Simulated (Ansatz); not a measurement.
## A run on AlNi3 that went wrong

The input below was meant for crystalline AlNi3, with r2SCAN, plane waves and PAW in Ansatz.

```yaml
crystal:
  lattice:
    - [0.0, 2.8018887551, 2.8018887551]
    - [2.8018887551, 0.0, 2.8018887551]
    - [2.8018887551, 2.8018887551, 0.0]
  atoms:
    - { symbol: Al, position: [0.5, 0.5, 0.5] }
    - { symbol: Ni, position: [0.25, 0.25, 0.25] }
    - { symbol: Ni, position: [0.0, 0.0, 0.0] }
    - { symbol: Ni, position: [0.75, 0.75, 0.75] }
basis:
  ecutwfc: 500
kpoints:
  mp_grid: { grid: [14, 14, 14] }
hamiltonian:
  xc: r2scan
  hubbard: { sites: [{ species: Fe, l: d, u_eff: 4.0 }] }
scf:
  occupations: { method: gaussian, width: 0.1 }
output:
  forces: true
  stress: true
  eigenvalues: true
```

Command:

```bash
ansatz run input.yaml --threads 1 --pin off --max-ram 2560MiB --backend cpu --events-out ev --progress --plain --runs-dir out
```

Output, shortened:

```text
Error: inconsistent input (hamiltonian.hubbard.sites[].species, crystal.atoms): hamiltonian.hubbard: Fe is not a species of this cell
```

Task: What is the cause?
A. Lattice vectors converted from bohr twice
B. A Hubbard U on a species that isn't in the cell
C. A key that the program doesn't know
D. A smearing that washes the moments out
E. No spin polarisation on a magnet

Result: B. The entry names no atom of the cell. The cure is the entry removed.

Mended input, as a difference (which also takes the starting moments of the reference run):

```diff
 crystal:
   atoms:
-    - { symbol: Ni, position: [0.0, 0.0, 0.0] }
+    - { symbol: Ni, position: [0.0, 0.0, 0.0], spin: 0.13 }
 hamiltonian:
-  hubbard: { sites: [{ species: Fe, l: d, u_eff: 4.0 }] }
+magnetization:
+  spin_polarized: true
```

Result of the mended run: no gap, a pressure of -0.01 GPa.

Time of the mended run: 8.2 min on 1 thread of Intel(R) Xeon(R) Processor @ 2.50GHz (Skylake/Cascade Lake), on a shared host, peak memory 0.74 GiB.